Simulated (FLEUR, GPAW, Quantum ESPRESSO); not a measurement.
## Ag: 7 runs at one level of theory

```xyz
1
Lattice="0.0000 2.0427 2.0427 2.0427 0.0000 2.0427 2.0427 2.0427 0.0000" Properties=species:S:1:pos:R:3 pbc="T T T"
Ag    0.0000    0.0000    0.0000
```

Alike in all runs: task equation of state; functional PBE; k mesh 11 × 11 × 11; occupations fermi-dirac, width 0.05 eV; no spin polarisation; no spin-orbit coupling.

```csv
program and potentials,plane-wave cutoff (eV),notes,equilibrium volume (Å³/atom),bulk modulus (GPa)
"GPAW, PAW data sets generated for this functional",600,-,17.79,89.9
"GPAW, SG15 ONCV 1.2",1100,-,17.85,88.0
"Quantum ESPRESSO, SSSP 1.3 efficiency PBE",816,-,17.77,89.4
"Quantum ESPRESSO, PseudoDojo 0.5 SR PBE stringent",1116,-,17.81,89.7
"Quantum ESPRESSO, GBRV 1.5 PBE",612,-,17.83,90.5
"Quantum ESPRESSO, SG15 PBE 1.2",952,-,17.79,89.2
"FLEUR, all-electron, FLAPW",-,-,17.80,89.5
```

The equilibrium volume spans 17.77 (Quantum ESPRESSO, SSSP 1.3 efficiency PBE) to 17.85 Å³/atom (GPAW, SG15 ONCV 1.2), with all-electron results at 17.80. The bulk modulus spans 88.0 (GPAW, SG15 ONCV 1.2) to 90.5 GPa (Quantum ESPRESSO, GBRV 1.5 PBE), with all-electron results at 89.5. For a metal such a mesh isn't converged, which the comparison doesn't need.

The functional is the same throughout but for its coding, so the spread measures potentials, basis and numerics; runs on potential files found faulty are left out.
